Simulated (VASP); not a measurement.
Write the native input for VASP 6.6.1 that does the following.

```yaml
Task: single point
Functional: r2SCAN
Potentials_or_basis: VASP PAW PBE potentials, release 64 (Al)
Cutoff: 520 eV
k_mesh: 11 × 11 × 5
Occupations: tetrahedron
Spin: no spin polarisation
Dipole_correction: no
Further_INCAR_settings: ALGO = Normal; EDIFF = 1e-06; NBANDS = 10
```

The system is Al.

```
Al
1.0
     2.66184    0.00000    0.00000
    -1.33092    2.30522    0.00000
     0.00000    0.00000    4.95082
Al
2
Direct
  0.33333 0.66667 0.25000
  0.66666 0.33333 0.75000
```

The cell was built by a generator and needn't be a form met in nature.

The input as run:

POSCAR

```
Al
1.0
    2.6618360000      0.0000000000      0.0000000000
   -1.3309180000      2.3052200000      0.0000000000
    0.0000000000      0.0000000000      4.9508160000
Al
2
Direct
    0.3333300000      0.6666700000      0.2500000000
    0.6666600000      0.3333300000      0.7500000000
```

INCAR.step1

```
PREC     = Accurate       # precision mode
ENCUT    = 520            # plane-wave cutoff, eV
ISMEAR   = -5             # smearing method
SIGMA    = 0.1            # smearing width, eV
LREAL    = False          # projectors in reciprocal space
LASPH    = True           # aspherical terms in the spheres
NELM     = 80             # most SCF steps
NBANDS   = 10             # bands
GGA      = PE             # functional
ALGO     = Normal         # electronic algorithm
EDIFF    = 1E-4           # SCF threshold, eV
LWAVE    = True           # write WAVECAR
LCHARG   = False          # write CHGCAR
```

INCAR.step2

```
PREC     = Accurate       # precision mode
ENCUT    = 520            # plane-wave cutoff, eV
EDIFF    = 1E-6           # SCF threshold, eV
ISMEAR   = -5             # smearing method
SIGMA    = 0.1            # smearing width, eV
LREAL    = False          # projectors in reciprocal space
LASPH    = True           # aspherical terms in the spheres
NELM     = 80             # most SCF steps
ALGO     = Normal         # electronic algorithm
ISIF     = 2              # what is computed and relaxed
LWAVE    = False          # write WAVECAR
LCHARG   = True           # write CHGCAR
METAGGA  = R2SCAN         # meta-GGA
LMIXTAU  = True         
LELF     = True           # ELF
LVHAR    = True         
NBANDS   = 10             # bands
ISTART   = 1
```

KPOINTS

```
Automatic mesh
0
Gamma
  11 11 5
```

Potentials or basis: VASP PAW PBE potentials, release 64 (Al).

Command:

```bash
$ cat potpaw_PBE.64/Al/POTCAR > POTCAR
$ cp INCAR.step1 INCAR
$ mpirun -np 1 vasp_std > vasp.out
$ cp INCAR.step2 INCAR
$ mpirun -np 1 vasp_std > vasp.out
```

It gave:

| Item | Value |
| --- | --- |
| Pressure | 7.3 GPa |
| Band gap on the k mesh | none (metal or under the smearing width) |

Caveat: the PAW data sets were made with another functional, which shifts forces and pressure a little; tetrahedron occupations give inexact forces and stress in metals.

Wall time 38 s on 1 thread of Intel(R) Xeon(R) 6975P-C (Granite Rapids), on a shared host, peak memory 0.16 GiB.
